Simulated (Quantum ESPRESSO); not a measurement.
The system is BN.

```xyz
2
Lattice="0.0000 1.8130 1.8130 1.8130 0.0000 1.8130 1.8130 1.8130 0.0000" Properties=species:S:1:pos:R:3 pbc="T T T"
N     0.9065    0.9065    0.9065
B     0.0000    0.0000    0.0000
```

The cell is a database's computed one.

Base run:

| Quantity | Value |
| --- | --- |
| Program | Quantum ESPRESSO 7.5 |
| Functional | PBE |
| Potentials or basis | PseudoDojo 0.4 SR PBE stringent |
| Cutoff | 1143 eV |
| Density cutoff | 4572 eV |
| k mesh | 13 × 13 × 13 |
| Occupations | fermi-dirac, width 0.05 eV |
| Spin | no spin polarisation |

Its results: band gap on the k mesh 4.60 eV, indirect (least direct gap 8.83 eV); pressure -0.8 GPa.

Q: The run is repeated on the same cell with these changes: potentials or basis from PseudoDojo 0.4 SR PBE stringent to JTH 2.0 PBE; cutoff from 1143 eV to 680 eV; density cutoff from 4572 eV to 4082 eV. What comes out?

A: Band gap on the k mesh 4.52 eV, indirect (least direct gap 8.76 eV); pressure -1.0 GPa.

A k mesh can miss the band edges.
